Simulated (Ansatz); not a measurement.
**P: strain energy, fitted**

P, Cmce, a = 3.323 Å, b = 10.192 Å, c = 4.167 Å. Ansatz: PBE+D3(BJ), PAW, 420 eV, Γ-centred 10×4×8 mesh on 8 atoms, Gaussian smearing 0.10 eV; no spin polarisation. Series: strain along c alone, the other axes held, atoms relaxed; x is the strain in per cent. y is the free energy over the unstrained cell, V0 = 17.637 Å³/atom.

| x (%) | y (meV/atom) |
| --- | --- |
| -6.0 | 6.97 |
| -4.0 | 3.27 |
| -2.0 | 0.85 |
| 0.0 | 0.00 |
| 2.0 | ? |
| 4.0 | 4.15 |
| 6.0 | 8.87 |

Task: Fit y = c2 x² + c3 x³ to the other rows, turn c2 into a modulus, and predict the missing energy.

Result: Least squares on the rows shown. y = 0.2220 x² + 0.004598 x³. In eV per unit strain² c2 is 2.220; this is C33 with relaxed ions (E = ½ C33 V0 ε²): 2 × 2.220 × 160.2 / (17.637) = 40 GPa. The unstrained cell keeps some stress along the strain, worth a slope of 0.05 meV/atom per %, which the form leaves out. With a term in x⁴ added, the coefficient of x² becomes 0.2399, 8 % more, which shows how far this figure hangs on the form. At x = 2.0 the fit asked for gives 0.92 meV/atom. The run gave 1.10 meV/atom, so the fit is 0.18 meV/atom too low, within twice the rms miss on the fitted rows (0.15 meV/atom).